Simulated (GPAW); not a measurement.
Here is a GPAW 26.7.0 calculation.

run.py

```python
from ase.dft.bandgap import bandgap
from ase.io import read, write
from ase.units import GPa
from gpaw import GPAW, PW

atoms = read('POSCAR')
atoms.set_initial_magnetic_moments([2.0])

calc = GPAW(mode=PW(600),
            xc='PBE',
            kpts={'size': (12, 12, 12), 'gamma': True},
            occupations={'name': 'fermi-dirac', 'width': 0.05},
            nbands=15,
            convergence={'density': 1e-05, 'energy': 1e-05},
            maxiter=150,
            txt='gpaw.txt')
atoms.calc = calc
energy = atoms.get_potential_energy()
forces = atoms.get_forces()
stress = atoms.get_stress()
calc.write('gs.gpw')
write('result.traj', atoms)
print(f'Energy: {energy:.6f} eV')
print('Forces (eV/A):')
print(forces.round(4))
print('Stress (GPa):', (stress / GPa).round(3))
print('Moments:', calc.get_magnetic_moments().round(3))
print('Fermi level:', round(calc.get_fermi_level(), 4), 'eV')
print(f'Gap: {bandgap(calc)[0]:.4f} eV, direct: {bandgap(calc, direct=True)[0]:.4f} eV')
```

File POSCAR:

```
V
1.0
   -1.5169890000      1.5201330000      1.5775550000
    1.4987350000     -1.4780690000      1.5172360000
    1.5065820000      1.4676620000     -1.5354910000
V
1
Direct
    0.0102680000      0.0045550000     -0.0011910000
```

Potentials or basis: GPAW PAW data sets (gpaw-data 1.2.1), pw.

Command:

```bash
$ OMP_NUM_THREADS=1 python run.py
```

(1) Estimate the net moment.

(2) What does it give for the band gap on the k mesh?

(3) Predict the pressure.

Results:

(1) 0.00 μB per cell.

(2) none (metal or under the smearing width).

(3) -4.2 GPa.
